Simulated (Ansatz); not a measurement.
**Lattice dynamics at Γ of AgBr (Fm-3m)**

Perturbation theory with PBEsol in the plane-wave code Ansatz on the PBEsol cell, ground state and force constants on a 6×6×6 mesh. No spin polarisation and no zero-point or thermal motion.

Space group Fm-3m (No. 225), cubic; conventional cell a = 5.674 Å, 22.84 Å³ an atom. Around Ag lie 6 Br at 2.84 Å; around Br lie 6 Ag at 2.84 Å.

```
Ag Br
1.0
     0.00000    2.83707    2.83707
     2.83707    0.00000    2.83707
     2.83707    2.83707    0.00000
Ag Br
1 1
Direct
  0.00000 0.00000 0.00000
  0.50000 0.50000 0.50000
```

Optical modes without the longitudinal term:
```
ω (cm⁻¹)  degeneracy  IR intensity, summed over the level ((D/Å)²/amu)
      87           3                                              3.44
```

The optical mode at Γ lies at 87 cm⁻¹ without the longitudinal term. With the long-range field the highest mode reaches 125 cm⁻¹. By the program's warning the force constants, and with them frequencies and ε⁰, aren't converged on this mesh.

The electronic dielectric tensor ε∞ is 6.55 in all directions. With the ions relaxed, ε⁰ is 13.7 in all directions. Born charges, averaged over directions: Ag +1.51, Br -1.51 e.

With one polar mode in a cubic crystal the Lyddane-Sachs-Teller relation applies: (ω_LO/ω_TO)² = (125.2/86.5)² = 2.094, and ε⁰/ε∞ = 13.705/6.546 = 2.094. The refractive index √ε∞ is 2.56.

For comparison, on the r2SCAN cell the mean ε∞ is 5.22 with r2SCAN (ground state on 6×6×6; least gap 1.29 eV), 6.03 with PBE (ground state on 6×6×6; least gap 0.68 eV).

The runs are scalar-relativistic, without spin-orbit coupling.
